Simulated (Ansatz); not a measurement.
# GaN: the cost of one run

Computed with Ansatz 0.2.0, driven from Python. Level of theory: DFT PBE, plane waves, PAW.

## Step 1: The structure

It takes space group F-43m (No. 216, cubic). The conventional cell has a = 4.507 Å, b = 4.507 Å, c = 4.507 Å, α = 90.00°, β = 90.00°, γ = 90.00°. Ga (site symmetry -43m) has 4 N at 1.95 Å as nearest neighbours. N (site symmetry -43m) is surrounded by 4 Ga at 1.95 Å.

Input file gan.extxyz:

```xyz
2
Lattice="0.0 2.25350061 2.25350061 2.25350061 0.0 2.25350061 2.25350061 2.25350061 0.0" Properties=species:S:1:pos:R:3 pbc="T T T"
Ga    0.00000000    0.00000000    0.00000000
N     3.38025091    3.38025091    3.38025091
```

## Step 2: The script

Contents of gan_push.py:

```python
"""Energy and force of GaN as one atom is pushed off its site."""

import ansatz as az
import numpy as np

OCCUPATIONS = "fixed"
SCF_TOL = 1e-10


def main() -> None:
    structure = az.Crystal.from_extxyz("gan.extxyz")

    inverse = np.linalg.inv(np.array(structure.lattice.vectors))
    home = np.array(structure.sites[1].position)
    values = np.linspace(-0.2, 0.2, 5)
    energies, pulls = [], []
    for shift in values:
        moved = structure.move(1, to=home + shift * inverse[1])
        model = (
            moved.calculation()
            .kpoints(8)
            .occupations(OCCUPATIONS)  # no smearing
            .scf(tolerance=SCF_TOL)
            .forces()
        )
        summary = model.run(threads=1, pin="off").report
        energies.append(summary["free_energy_ev"])
        pulls.append(summary["forces_ev_ang"][1][1])

    # the force is minus the slope of the free energy
    print("shift (A)   dE (eV)   force along y (eV/A)")
    for shift, e, f in zip(values, energies, pulls):
        print(f"{shift:8.3f} {e - energies[2]:10.5f} {f:12.4f}")
    print(f"stiffness from energies {2 * np.polyfit(values, energies, 2)[0]:.3f}, from forces {-np.polyfit(values, pulls, 1)[0]:.3f} eV/A^2")


if __name__ == "__main__":
    main()
```

## Step 3: Launch

On the command line:

```bash
$ python gan_push.py
```

What time and memory should one allow on 1 thread of Arm Neoverse V2, shared host?

About 10 s, with a peak of 0.38 GiB.
